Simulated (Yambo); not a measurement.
**BaTe in Yambo: convergence with bands in self energy**

BaTe:

```
Ba Te
1.0
     0.00000    3.41000    3.41000
     3.41000    0.00000    3.41000
     3.41000    3.41000    0.00000
Ba Te
1 1
Direct
  0.00000 0.00000 0.00000
  0.50000 0.50000 0.50000
```

* Program: Yambo 5.3.0
* Task: G0W0 quasiparticle levels
* Functional: PBEsol
* Potentials or basis: PseudoDojo 0.4 SR PBEsol stringent
* Cutoff: 1225 eV
* Density cutoff: 4898 eV
* k mesh: 4 × 4 × 4
* Occupations: fixed
* Spin: no spin polarisation
* k mesh of the self-consistent run: 8 × 8 × 8
* Random integration of the Coulomb term: yes
* Direction of the field or of q to 0: x + y + z
* Broadening: 0.1 eV
* States corrected: Γ and the k points of the band edges
* Frequency dependence of W: plasmon pole
* Terminator of the band sum in the self-energy: none
* Quasiparticle equation: linearised (Newton)
* Imaginary frequency of the plasmon-pole fit: 27.2114 eV
* Bands in the response: 137
* Bands in the self-energy: 37
* Cutoff of the response matrix: 12 Ry
* Cutoff of exchange and Vxc: 90 Ry
* Bands corrected (first, last): [17, 18]

These are the settings of the first run; the series varies bands in self energy, with any setting tied to it.

The values tried are 37, 57, 97, 137, loosest first. From which on does the quasiparticle gap at the points computed stay within 0.05 eV of the tightest run that finished?

From 97 on.

```
bands in self energy  quasiparticle gap at the points computed (eV)
                  37                                          1.758
                  57                                          1.933
                  97                                          2.058
                 137                                          2.097
```

The tightest run that finished is the yardstick and may itself not be fully converged.

Caveat, for the tightest run too: this version prints the column dSc/dw multiplied by 27.2; spin-orbit coupling is left out, which moves the levels of the heavy elements.
